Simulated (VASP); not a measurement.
Wanted: the native input for a VASP 6.6.1 run.

```
Task                   : single point
Functional             : PBE
Potentials or basis    : VASP PAW PBE potentials, release 64 (Mn_pv)
Cutoff                 : 520 eV
k mesh                 : 10 × 10 × 1
Occupations            : fermi-dirac, width 0.05 eV
Spin                   : collinear spin, ferromagnetic start
Starting moments       : [4.0, 4.0, 4.0, 4.0, 4.0, 4.0] μB
Dipole correction      : yes
Further INCAR settings : ALGO = Normal; EDIFF = 1e-07; NBANDS = 52
```

The structure of Mn lies in POSCAR:

```
Mn
1.0
    2.7315534957      0.0000000000      0.0000000000
    0.0000000000      2.7315534957      0.0000000000
    0.0000000000      0.0000000000     24.6575000000
Mn
6
Direct
    0.5000000000      0.5000000000      0.3041670891
    0.0000000000      0.0000000000      0.3825002535
    0.5000000000      0.5000000000      0.4608334178
    0.0000000000      0.0000000000      0.5391665822
    0.5000000000      0.5000000000      0.6174997465
    0.0000000000      0.0000000000      0.6958329109
```

The slab is cut from a database's or a generator's crystal, which needn't be the stable form of the element.

The cell isn't the ideal one: the (1 0 0) slab of Mn, cut from the database cell, not relaxed.

One way to write it, as run:

INCAR

```
ALGO = Normal ; DIPOL = 0.5 0.5 0.500
EDIFF = 1E-7 ; ENCUT = 520
GGA = PE ; IDIPOL = 3
ISIF = 2 ; ISMEAR = -1
ISPIN = 2 ; LASPH = T
LCHARG = T ; LDIPOL = T
LELF = T ; LMAXMIX = 4
LORBIT = 11 ; LREAL = F
LVACPOTAV = T ; LVHAR = T
LWAVE = F ; MAGMOM = 4 4 4 4 4 4
NBANDS = 52 ; NELM = 150
PREC = Accurate ; SIGMA = 0.05
```

KPOINTS

```
k-points
0
Gamma
  10 10 1
```

Potentials or basis: VASP PAW PBE potentials, release 64 (Mn_pv).

The run is started by

```bash
$ cat potpaw_PBE.64/Mn_pv/POTCAR > POTCAR
$ mpirun -np 1 vasp_std > vasp.out
```

It gave:

- Largest force: 0.555 eV/Å
- Net moment: 19.73 μB per cell
- Site moments: Mn +3.70, +2.88, +2.84 μB
- Valence electrons inside the program's atomic spheres: Mn 11.49, 11.58, 11.56
- Work function of the upper face: 3.75 eV
- Work function of the lower face: 3.75 eV

Run time: 14 min on 1 thread of Intel(R) Xeon(R) Platinum 8488C (Sapphire Rapids), on a shared host, peak memory 0.49 GiB.
